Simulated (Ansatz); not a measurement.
**PbS: one crystal by all-electron and frozen-core methods**

Does the method matter for PbS? The same cell, functional and mesh are run with full-potential LAPW, PAW on the default files and all-electron PAW on datasets made for the crystal.

Computed with Ansatz 0.2.0 (DFT PBE, scalar-relativistic, unless a step's input says otherwise).

### Step 1. The system as given

It takes space group C2/m (No. 12, monoclinic). Conventional cell: a = 5.881 Å, b = 5.800 Å, c = 11.759 Å, α = 90.00°, β = 95.27°, γ = 90.00°. Pb (site symmetry m) is surrounded by 5 S at 2.75 to 2.98 Å. S (site symmetry m) is surrounded by 5 Pb at 2.75 to 2.98 Å.

Structure file:

```
Pb S
1.0
     2.94050   -2.90000    0.00000
     2.94050    2.90000    0.00000
    -1.08005    0.00000   11.70929
Pb S
2 2
Cartesian
  3.8740 0.0000 7.4516
  0.9270 0.0000 4.2577
  0.9319 0.0000 7.0092
  3.8690 0.0000 4.7001
```

The structure is an experimental refinement, used without relaxation.

Atoms are numbered in the order of the input: Pb1, Pb2, S3, S4.

### Step 2. Full-potential LAPW

Contents of input.yaml:

```yaml
crystal:
  lattice:
    - [2.9405, -2.9, 0.0]
    - [2.9405, 2.9, 0.0]
    - [-1.08005, 0.0, 11.70929]
  atoms:
    - { symbol: Pb, position: [0.7756, 0.7756, 0.63638] }
    - { symbol: Pb, position: [0.2244, 0.2244, 0.36362] }
    - { symbol: S, position: [0.2684, 0.2684, 0.5986] }
    - { symbol: S, position: [0.7316, 0.7316, 0.4014] }
kpoints:
  mp_grid: { grid: [7, 7, 3] }
  band_path:
    path:
      - [0.0, 0.0, 0.0]
      - [-0.4952296494, 0.4952296494, 0.0]
      - [-0.5047703506, -0.4952296494, 0.0]
      - [-0.5, -0.5, 0.0]
      - [0.0, 0.0, 0.0]
      - [-0.5, -0.5, 0.5]
      - [-0.5160352562, -0.4839647438, 0.5]
      - [-0.4839647438, 0.4839647438, 0.5]
      - [0.0, 0.0, 0.5]
    npoints: 8
scf:
  occupations: { method: fermi_dirac, width: 0.02 }
hamiltonian:
  xc: pbe
  pseudopotentials: { kind: all_electron, lapw: { basis_error: 0.001 } }
output:
  forces: true
  stress: true
  eigenvalues: true
  populations: true
  dos: { projected: true, de: 0.2, e_range: [-14, 8] }
```

### Step 3. PAW on the default files

input.yaml, as its differences from that of step 2:

```diff
@@ -28,3 +28,3 @@
   xc: pbe
-  pseudopotentials: { kind: all_electron, lapw: { basis_error: 0.001 } }
+  pseudopotentials: { kind: paw }
 output:
@@ -33,3 +33,5 @@
   eigenvalues: true
+  efg: { contact_densities: true }
   populations: true
+  bader: true
   dos: { projected: true, de: 0.2, e_range: [-14, 8] }
```

### Step 4. All-electron PAW on datasets made for the crystal

input.yaml, as its differences from that of step 3:

```diff
@@ -28,3 +28,3 @@
   xc: pbe
-  pseudopotentials: { kind: paw }
+  pseudopotentials: { kind: all_electron, datasets: crystal }
 output:
@@ -34,4 +34 @@
   efg: { contact_densities: true }
-  populations: true
-  bader: true
-  dos: { projected: true, de: 0.2, e_range: [-14, 8] }
```

(Steps that only read results are left out.)

Q: Predict the outcome of this session. Wanted: pressure; gap; largest force; Bader charges.

The runs gave:

| quantity | value |
| --- | --- |
| pressure | LAPW 0.27, PAW 0.26, crystal datasets 0.27 GPa |
| gap (LAPW) | 1.24 eV |
| largest force | LAPW 0.406, PAW 0.407, crystal datasets 0.406 eV/Å |
| Bader charges (PAW) | Pb1 +0.96, S3 -0.96 e |

**Reading.** The pressure is within half a GPa of zero, so the volume is close to equilibrium at this level. A gap opens: 1.24 eV. Spin-orbit coupling is left out, though the cell holds Pb; it can shift such gaps by tenths of an eV. S 3p states make 77 % of the projected weight in the top eV of the valence band. The projection holds only the free atom's occupied shells (Pb 6s, Pb 6p, S 3s, S 3p in this range). The field gradient at Pb1, the largest by crystal datasets, is -12.68 by PAW and -12.63 by crystal datasets (10²¹ V/m²), within 5 %. Spin–orbit coupling is left out, which moves gradients at and beside heavy atoms by some per cent and at worst by a factor of two. PAW lies less than 0.01 GPa from LAPW in pressure and less than 0.01 eV in the gap. The forces differ by at most 1 meV/Å in a component, on a largest force of 0.406 eV/Å. LAPW took about 2.7 times as long as PAW (1.9 min against 42 s, on a shared host and with the outputs that each input asks for).

These are semilocal Kohn-Sham gaps, which aren't the measured quantity. Such gaps usually fall short of the measured ones; spin-orbit coupling, left out here, narrows gaps with Pb, so the two errors partly cancel.
